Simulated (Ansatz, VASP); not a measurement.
**One calculation of Nb, two programs**

File INCAR:

```
SYSTEM = Nb
PREC = Accurate
ENCUT = 520
EDIFF = 1E-8
ISMEAR = -1
SIGMA = 0.08
LREAL = .FALSE.
LASPH = .TRUE.
NELM = 80
ALGO = Normal
ISIF = 2
LWAVE = .FALSE.
LCHARG = .FALSE.
GGA = PE
LEFG = .TRUE.
NBANDS = 12
```

File KPOINTS:

```
regular mesh
0
G
  13 13 13
  0 0 0
```

File POSCAR:

```
Nb
1.0
    0.0000000000      2.1324801315      2.1324801315
    2.1324801315      0.0000000000      2.1324801315
    2.1324801315      2.1324801315      0.0000000000
Nb
1
Direct
    0.0000000000      0.0000000000      0.0000000000
```

Input for Ansatz:

```yaml
crystal:
  lattice:
    - [0.0, 2.1324801315, 2.1324801315]
    - [2.1324801315, 0.0, 2.1324801315]
    - [2.1324801315, 2.1324801315, 0.0]
  atoms:
    - { symbol: Nb, position: [0.0, 0.0, 0.0] }
kpoints:
  mp_grid: { grid: [13, 13, 13] }
scf:
  occupations: { method: fermi_dirac, width: 0.08 }
hamiltonian:
  xc: pbe
  pseudopotentials: { kind: paw }
output:
  forces: true
  stress: true
  eigenvalues: true
  efg: { contact_densities: true }
  write_density: true
  write_potential: true
  elf: true
  volumetric_format: npy
```

Change from the starting cell: volume scaled by 1.025, PAW files.

Alike in both runs: task electric field gradients; functional PBE; k mesh 13 × 13 × 13; occupations fermi-dirac, width 0.08 eV; no spin polarisation.

|  | VASP | Ansatz |
| --- | --- | --- |
| version | VASP 6.6.1 | Ansatz 0.2.0 |
| potentials or method | VASP PAW PBE potentials, release 64 (Nb_sv) | PAW with Ansatz's default frozen-core files, scalar-relativistic |
| plane-wave cutoff (eV) | 520 | 420 |
| valence electrons in the cell | 13 | 13 |

Ansatz gave:

- pressure (GPa): -4.9
- Vzz of the field gradient on the site that differs most (V/Å²): 0.0

Q: What did VASP give for the same quantities?

A: Pressure (GPa): -5.2; Vzz of the field gradient on the site that differs most (V/Å²): 0.0.

Ansatz warned: «gradients_without_spin_orbit».
